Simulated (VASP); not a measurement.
Here is a VASP 6.6.1 calculation.

File POSCAR:

```
PtSe2                                   
1.0
    3.7483412420      0.0000000000      0.0000000000
   -1.8741706210      3.2461587338      0.0000000000
    0.0000000000      0.0000000000     30.6550000000
  Se              Pt            
     6     3
Direct
     0.6666666699999979    0.3333333300000021    0.2983199529966729
     0.3333333300000021    0.6666666699999979    0.3829349826438626
     0.6666666699999979    0.3333333300000021    0.4577849032311083
     0.3333333300000021    0.6666666699999979    0.5422150967688917
     0.6666666699999979    0.3333333300000021    0.6170650173561374
     0.3333333300000021    0.6666666699999979    0.7016800470033271
     1.0000000000000000    1.0000000000000000    0.3411656574382238
     1.0000000000000000    0.0000000000000000    0.5000000000000000
     0.0000000000000000    0.0000000000000000    0.6588343425617762
```

INCAR.step1

```
PREC = Accurate
ENCUT = 520
EDIFF = 1E-5
ISMEAR = 0
SIGMA = 0.03
LREAL = F
LASPH = T
NELM = 80
ALGO = Normal
ISIF = 2
LWAVE = T
LCHARG = F
LMAXMIX = 4
LDIPOL = T
IDIPOL = 3
DIPOL = 0.5 0.5 0.500
NBANDS = 43
LVHAR = T
LVACPOTAV = T
KPAR = 4
GGA = PE
```

Contents of INCAR.step2:

```
PREC = Accurate
ENCUT = 520
EDIFF = 1E-7
ISMEAR = 0
SIGMA = 0.03
LREAL = F
LASPH = T
NELM = 80
ALGO = Normal
ISIF = 2
LWAVE = F
LCHARG = F
LMAXMIX = 4
LDIPOL = T
IDIPOL = 3
DIPOL = 0.5 0.5 0.500
GGA = PE
LHFCALC = T
HFSCREEN = 0.2
PRECFOCK = Fast
NBANDS = 43
LVHAR = T
LVACPOTAV = T
KPAR = 4
ISTART = 1
```

Contents of KPOINTS:

```
Automatic mesh
0
Gamma
  6 6 1
```

File KPOINTS_OPT:

```
explicit points
3
Reciprocal
 0.0000000000  0.0000000000  0.0000000000 1
 0.5000000000  0.0000000000  0.0000000000 1
 0.3333333300  0.3333333300  0.0000000000 1
```

Potentials or basis: VASP PAW PBE potentials, release 64 (Se, Pt).

Run with:

```bash
$ cat potpaw_PBE.64/Se/POTCAR potpaw_PBE.64/Pt/POTCAR > POTCAR
$ cp INCAR.step1 INCAR
$ mpirun -np 4 vasp_std > vasp.out
$ cp INCAR.step2 INCAR
$ mpirun -np 4 vasp_std > vasp.out
```

Task: Predict the largest force.

Result: 0.565 eV/Å.

Task: What does it give for the band gap along the path?

Result: 0.37 eV, indirect (least direct gap 1.52 eV).

Task: What does it give for the ionisation potential of the upper face?

Result: 4.87 eV.

Task: What does it give for the band gap on the k mesh?

Result: 0.37 eV, indirect (least direct gap 1.36 eV).

Forces in eV/Å, atoms in the order of the input:
```
Se   0.000  0.000  0.332
Se   0.000  0.000 -0.519
Se   0.000  0.000  0.565
Se   0.000  0.000 -0.565
Se   0.000  0.000  0.519
Se   0.000  0.000 -0.332
Pt   0.000  0.000 -0.144
Pt   0.000  0.000  0.000
Pt   0.000  0.000  0.144
```

Caveat: the PAW data sets were made with another functional, which shifts forces and pressure a little; spin-orbit coupling is left out, which moves the levels of the heavy elements.
